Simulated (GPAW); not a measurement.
Runs of GPAW 26.7.0 on CdS (Greenockite). Symmetry: P6_3mc, No. 186, hexagonal system. The conventional cell has a = 4.150 Å, b = 4.150 Å, c = 6.737 Å, α = 90.00°, β = 90.00°, γ = 120.00°. Cd (site symmetry 3m) is surrounded by 4 S at 2.53 to 2.54 Å. S (site symmetry 3m) has 4 Cd at 2.53 to 2.54 Å as nearest neighbours. 

```tsv
task	level	potentials or basis	spin	cell	k mesh	cutoff (eV)	smearing	eps inf used	convergence	displacement	relaxed first	ecut relax	mesh quality	gap on the mesh (eV)	pressure (GPa)	largest force (eV/Å)
one-shot levels on a semilocal density	r2SCAN	GPAW PAW data sets (gpaw-data 1.2.1), pw	off	volume scaled by 1.08	4 × 4 × 2	400	fermi-dirac 0.001 eV	5.786	-	-	-	-	coarse	(c)	-	-
Born charges	AM05	PAW data sets generated in the run's folder for this functional, pw	off	relaxed	4 × 4 × 2	510	fermi-dirac 0.01 eV	-	density=1e-06 eigenstates=1e-09	0.01	cell	600	coarse	1.18	0.0	-
dielectric tensor	PBE	GPAW PAW data sets (gpaw-data 1.2.1), pw	off	volume scaled by 1.08	6 × 6 × 3	400	fermi-dirac 0.001 eV	-	-	-	-	-	not flagged	0.99	-	-
band structure	LDA	the program's PAW data sets (release 1.2.1) made for this functional, pw	SOC, no magnetisation	as given	5 × 5 × 3	600	fermi-dirac 0.05 eV	-	-	-	-	-	not flagged	0.87	(b)	0.06
electron localisation function	WC	PAW data sets generated in the run's folder for this functional, pw	off	as given	4 × 4 × 2	510	fermi-dirac 0.01 eV	-	-	-	-	-	coarse	(a)	-1.3	0.05
```

Q: Fill in the values left out.

A: (a) 1.01; (b) -3.3; (c) 1.43.

Caveats: some runs use coarse meshes; the cutoff is short for stress and forces, so pressures can be off by a GPa or more (some runs); energy and the plain gap are those of the semilocal run (some runs); the hybrids' values are one shot on its orbitals and mesh (some runs); the PAW data sets were made with another functional, which shifts forces and pressure a little (some runs); the LO-TO splitting is left out (some runs); the long-wavelength limit can be off by several per cent where d states take part (some runs); an odd mesh through Γ misses points on the zone boundary, where band edges often lie (some runs).

A k mesh can miss the band edges, and rows without SOC leave out spin-orbit coupling on Cd.
